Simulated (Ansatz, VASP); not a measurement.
# Ni (Ni strained to the junction's net): VASP beside Ansatz, part 2 of 2

One calculation is typed for both programs; each brings its own data sets. How far apart do they land? The structure shown is the end of the Ansatz relaxation below.

VASP 6.6.1 and Ansatz 0.2.0.

So far: Starting point; Ansatz: relaxation, PBE; VASP: single point, PBE.

## Step 3: VASP: single point, PBE (continued)

Level of this step: PBE, spin-polarised from a ferromagnetic start; plane waves and PAW (Ni) (VASP).

Numbers of over 12 decimals in the logs are rounded to 6 here.

OUTCAR, selected parts (step 3):

```text
ion  position               nearest neighbor table
   1  0.667  0.333  0.000-   7 2.49   6 2.49   4 2.49   8 2.49   5 2.49   9 2.49   3 2.54   2 2.54
                             3 2.54   2 2.54   2 2.54   3 2.54
   2  0.000  0.000  0.000-   6 2.49   8 2.49   4 2.49   7 2.49   5 2.49   9 2.49   1 2.54   3 2.54
                             1 2.54   3 2.54   1 2.54   3 2.54
   3  0.333  0.667  0.000-   4 2.49   8 2.49   7 2.49   6 2.49   9 2.49   5 2.49   2 2.54   1 2.54
                             1 2.54   2 2.54   2 2.54   1 2.54
   4  0.000  0.667  0.333-   3 2.49   2 2.49   1 2.49   9 2.49   8 2.49   7 2.49   6 2.54   5 2.54
                             6 2.54   5 2.54   5 2.54   6 2.54
   5  0.333  0.333  0.333-   2 2.49   1 2.49   3 2.49   7 2.49   8 2.49   9 2.49   6 2.54   4 2.54
                             6 2.54   4 2.54   4 2.54   6 2.54
   6  0.667  0.000  0.333-   2 2.49   1 2.49   3 2.49   7 2.49   9 2.49   8 2.49   4 2.54   5 2.54
                             5 2.54   4 2.54   5 2.54   4 2.54
   7  0.000  0.333  0.667-   1 2.49   2 2.49   3 2.49   5 2.49   6 2.49   4 2.49   8 2.54   9 2.54
                             9 2.54   9 2.54   8 2.54   8 2.54
   8  0.333  0.000  0.667-   2 2.49   3 2.49   1 2.49   4 2.49   5 2.49   6 2.49   7 2.54   9 2.54
                             9 2.54   7 2.54   7 2.54   9 2.54
   9  0.667  0.667  0.667-   2 2.49   3 2.49   1 2.49   4 2.49   6 2.49   5 2.49   8 2.54   7 2.54
                             7 2.54   8 2.54   7 2.54   8 2.54

  LATTYP: Found a hexagonal cell.
 ALAT       =     4.4050000000
 C/A-ratio  =     1.3669418531

 Subroutine GETGRP returns: Found 12 space group operations
 (whereof 12 operations were pure point group operations)

The static configuration has the point symmetry D_3d.

 Found     81 irreducible k-points:

   k-points           NKPTS =     81   k-points in BZ     NKDIM =     81   number of bands    NBANDS=     64

   dimension x,y,z NGX =    36 NGY =   36 NGZ =   48
   dimension x,y,z NGXF=    72 NGYF=   72 NGZF=   96

   ENCUT  =  600.0 eV  44.10 Ry    6.64 a.u.   8.80  8.80 12.03*2*pi/ulx,y,z

   NELECT =      90.0000    total number of electrons

 k-points in reciprocal lattice and weights: Automatic mesh
   0.00000000  0.00000000  0.00000000       0.001
   0.08333333 -0.00000000  0.00000000       0.008
   0.16666667  0.00000000  0.00000000       0.008
   0.25000000 -0.00000000  0.00000000       0.008
   0.33333333  0.00000000  0.00000000       0.008
   0.41666667  0.00000000  0.00000000       0.008
   0.50000000 -0.00000000  0.00000000       0.004
   0.08333333  0.08333333  0.00000000       0.008
   0.16666667  0.08333333  0.00000000       0.017
[...]
0.33333333  0.33333333  0.40000000       0.003
  -0.33333333 -0.33333333  0.40000000       0.003

 average (electrostatic) potential at core
       1 -82.4074       2 -82.4074       3 -82.4074       4 -82.4074       5 -82.4074
       6 -82.4074       7 -82.4074       8 -82.4074       9 -82.4074

 E-fermi :   8.9091

 spin component 1
 k-point     1 :       0.0000    0.0000    0.0000
  band No.  band energies     occupation
    ...
     44       8.0302      0.99985
     45       8.0302      0.99985
     46       8.0302      0.99985
     47       8.0302      0.99985
     48       8.0302      0.99985
     49      13.2692      0.00000
     50      13.2692      0.00000
     51      13.2692      0.00000
     52      13.2692      0.00000
     53      13.2692      0.00000
    ...

 k-point     2 :       0.0833   -0.0000    0.0000
  band No.  band energies     occupation
    ...
     44       8.1303      0.99959
     45       8.1303      0.99959
     46       8.1401      0.99954
     47       8.1401      0.99954
     48       8.1491      0.99950
     49      11.8420      0.00000
     50      12.5418      0.00000
     51      12.5418      0.00000
     52      14.0066      0.00000
     53      14.0066      0.00000
    ...

 k-point     3 :       0.1667    0.0000    0.0000
  band No.  band energies     occupation
    ...
     44       8.2391      0.99877
     45       8.2391      0.99877
     46       8.2498      0.99863
     47       8.4300      0.99176
     48       8.4300      0.99176
     49      10.6457      0.00000
     50      11.8980      0.00000
     51      11.8980      0.00000
     52      13.7327      0.00000
     53      13.7327      0.00000
    ...

 k-point     4 :       0.2500   -0.0000    0.0000
  band No.  band energies     occupation
    ...
     44       8.2818      0.99812
     45       8.2818      0.99812
     46       8.3300      0.99695
     47       8.7869      0.77234
     48       8.7869      0.77234
     49       9.7151      0.00032
     50      11.3434      0.00000
     51      11.3434      0.00000
     52      12.6573      0.00000
     53      12.6573      0.00000
    ...

 k-point     5 :       0.3333    0.0000    0.0000
  band No.  band energies     occupation
    ...
     42       8.1922      0.99923
     43       8.2218      0.99897
     44       8.2218      0.99897
     45       8.2501      0.99863
     46       8.3883      0.99456
     47       9.0400      0.21264
     48       9.1847      0.05973
     49       9.1847      0.05973
     50      10.8939      0.00000
     51      10.8939      0.00000
    ...

 k-point     6 :       0.4167    0.0000    0.0000
  band No.  band energies     occupation
    ...
     43       8.2625      0.99845
     44       8.2777      0.99819
     45       8.3544      0.99612
     46       8.4236      0.99227
     47       8.5636      0.96938
     48       9.6291      0.00075
     49       9.6291      0.00075
     50      10.5873      0.00000
     51      10.5873      0.00000
     52      10.8150      0.00000
    ...

  Total       -4.9956737     -4.9956737     -0.1303106      0.0000000      0.0000000      0.0000000
  in kB      -79.1017759    -79.1017759     -2.0633453      0.0000000      0.0000000      0.0000000
  external PRESSURE =     -53.4222990 kB  Pullay stress =       0.0000000 kB

  energy-cutoff  :      600.00
  volume of cell :      101.19
      direct lattice vectors                 reciprocal lattice vectors
     4.405000000  0.000000000  0.000000000     0.227014756  0.131067030  0.000000000
    -2.202500000  3.814841904  0.000000000     0.000000000  0.262134061  0.000000000
     0.000000000  0.000000000  6.021378863     0.000000000  0.000000000  0.166074918

 POSITION                                       TOTAL-FORCE (eV/Angst)
 -----------------------------------------------------------------------------------
      2.20250      1.27161      0.00000         0.000000      0.000000     -0.000000
      0.00000      0.00000      0.00000         0.000000     -0.000000     -0.000000
     -0.00000      2.54323      0.00000         0.000000     -0.000000      0.000000
     -1.46833      2.54323      2.00713        -0.000000     -0.000000     -0.000000
      0.73417      1.27161      2.00713         0.000000      0.000000     -0.000000
      2.93667      0.00000      2.00713        -0.000000      0.000000     -0.000000
     -0.73417      1.27161      4.01425        -0.000000     -0.000000      0.000000
      1.46833      0.00000      4.01425         0.000000      0.000000      0.000000
      1.46833      2.54323      4.01425         0.000000      0.000000      0.000000
 -----------------------------------------------------------------------------------
    total drift:                               -0.000000      0.000000      0.000000

  FREE ENERGIE OF THE ION-ELECTRON SYSTEM (eV)
  ---------------------------------------------------
  free  energy   TOTEN  =       -49.3733890002 eV

  energy  without entropy=      -48.8721057889  energy(sigma->0) =      -49.12274739

 total charge
# of ion       s       p       d       tot
------------------------------------------
    1        0.484   0.469   8.302   9.255
    2        0.484   0.469   8.302   9.255
    3        0.484   0.469   8.302   9.255
    4        0.484   0.469   8.302   9.255
    5        0.484   0.469   8.302   9.255
    6        0.484   0.469   8.302   9.255
    7        0.484   0.469   8.302   9.255
    8        0.484   0.469   8.302   9.255
    9        0.484   0.469   8.302   9.255
--------------------------------------------------
tot          4.359   4.223  74.716  83.298

 magnetization (x)
# of ion       s       p       d       tot
------------------------------------------
    1       -0.006  -0.024   0.666   0.636
    2       -0.006  -0.024   0.666   0.636
    3       -0.006  -0.024   0.666   0.636
    4       -0.006  -0.024   0.666   0.636
    5       -0.006  -0.024   0.666   0.636
    6       -0.006  -0.024   0.666   0.636
    7       -0.006  -0.024   0.666   0.636
    8       -0.006  -0.024   0.666   0.636
    9       -0.006  -0.024   0.666   0.636
--------------------------------------------------
tot         -0.056  -0.215   5.995   5.724

[... 6 further parts left out ...]
```

The run ends at a pressure of -5.34 GPa.

## Step 4: Comparison

Known differences besides the potentials themselves: VASP starts from the moments at which Ansatz ended; the data sets hold 162 valence electrons in Ansatz (on its default PAW (the set named soft_2) files) and 90 in VASP; the cutoff is 420 eV in Ansatz and 600 eV in VASP; Ansatz's pressure holds a Pulay correction, VASP's none; site moments are counted in spheres of each program's own size. Total energies have different zeros and are not compared.

The two programs side by side:

```tsv
quantity	Ansatz	VASP	difference
pressure (GPa)	-5.26	-5.34	+0.08
total moment (μB)	5.72	5.60	+0.12
moment on Ni1 (μB)	0.68	0.64	+0.04
moment on Ni2 (μB)	0.68	0.64	+0.04
moment on Ni3 (μB)	0.68	0.64	+0.04
moment on Ni4 (μB)	0.68	0.64	+0.04
moment on Ni5 (μB)	0.68	0.64	+0.04
moment on Ni6 (μB)	0.68	0.64	+0.04
moment on Ni7 (μB)	0.68	0.64	+0.04
moment on Ni8 (μB)	0.68	0.64	+0.04
```

## Step 5: Results

```json
{"difference in total moment (single point, PBE)": "0.12 μB"}
```

The difference in total moment is 0.12 μB (single point, PBE). The data sets hold unlike numbers of valence electrons (162 in Ansatz and 90 in VASP), so part of the differences comes from the potentials. Such differences can come from data sets, numerical settings and the points named under the comparisons, not from the functional's error against experiment.

[Lines on the potential files, build, host, timing and source positions are cut from VASP's logs without a mark.]

[Logs are printed without paths, hosts, clocks, repeated set-up lines and the standing remarks that a program may print on its own settings, such as how far it seeks lower states.]

[Hosts, paths, dates, database ids (printed as entryN), source tags and the programs' standing remarks are cut or masked in the printed files.]
